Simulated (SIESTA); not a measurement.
**Cd under changes of volume**

One of the cells (22.264 Å³/atom); the others are scaled copies at fixed shape and fractional positions:

```
Cd
1.0
     0.00000    2.23284    2.23284
     2.23284    0.00000    2.23284
     2.23284    2.23284    0.00000
Cd
1
Direct
  0.00000 0.00000 0.00000
```

This isn't the form of Cd at room conditions, which is hcp.

| Quantity | Value |
| --- | --- |
| Program | SIESTA 5.4.2 |
| Functional | PBE |
| Potentials or basis | PseudoDojo 0.4 standard (PBE files) |
| Basis | DZP (energy shift 0.003 Ry; two zetas on semicore shells) |
| Grid cutoff | 800 Ry |
| Energy shift | 0.003 Ry |
| k mesh | 10 × 10 × 10 |
| Occupations | fermi-dirac, width 0.05 eV |
| Spin | no spin polarisation |

| volume (Å³/atom) | energy over the lowest point (meV/atom) | pressure (GPa) |
| --- | --- | --- |
| 20.518 | 34.09 | 5.6 |
| 20.954 | 20.84 | 4.3 |
| 21.391 | 11.22 | 2.9 |
| 22.264 | ? | ? |
| 22.701 | 0.00 | -0.2 |
| 23.137 | 1.63 | -1.1 |

Q: What does the run at 22.264 Å³/atom give?

A: Energy over the lowest point 1.20 meV/atom; pressure 0.9 GPa.

Worked out: A Birch-Murnaghan fit of order 3 (a polynomial in V^(-2/3)) to the other rows has its minimum at 22.64 Å³/atom with B0 = V·E''(V) = 48 GPa and B' = 3.0. It gives 0.95 meV/atom at 22.264 Å³/atom, against the run's 1.20, and -dE/dV = 0.8 GPa, against 0.9.

Energies are extrapolated to zero smearing.

Caveats: the basis of atomic orbitals isn't converged, which shifts pressures, moduli and gaps.
